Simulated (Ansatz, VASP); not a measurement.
# Mg2H3 in VASP and in Ansatz

```
Mg H
1.0
     2.58973   -4.85910    0.00000
     2.58973    4.85910    0.00000
     0.00000    0.00000    2.94638
Mg H
2 3
Direct
  0.83480 0.16520 0.50000
  0.16520 0.83480 0.50000
  0.00000 0.00000 0.00000
  0.50000 0.50000 0.12885
  0.50000 0.50000 0.87115
```

Alike in both runs: functional PBE; k mesh 4 × 4 × 6; occupations gaussian, width 0.1 eV; no spin polarisation.

Ansatz relaxed the structure, and its values are those at the end. VASP's run is a single point on that final structure, the one shown.

|  | VASP | Ansatz |
| --- | --- | --- |
| version | VASP 6.6.1 | Ansatz 0.2.0 |
| potentials or method | VASP PAW PBE potentials, release 64 (Mg, H) | scalar-relativistic, plane waves, PAW |
| plane-wave cutoff (eV) | 520 | 420 |
| valence electrons in the cell | 7 | 23 |

Ansatz gave:

| Quantity | Value |
| --- | --- |
| gap on the k mesh at the Fermi level (eV) | none |
| pressure (GPa) | 0.0 |
| rms of the force components (eV/Å) | 0.010 |

**Question.** What did VASP give for the same quantities?

**Answer.** gap on the k mesh at the Fermi level (eV): none; pressure (GPa): -0.1; rms of the force components (eV/Å): 0.013.

A gap of «none» marks a metal or a gap that the smearing closes. With one functional, cell and mesh, what is left measures potentials, basis and numerics. The two sets of potentials don't hold the same shells in valence.
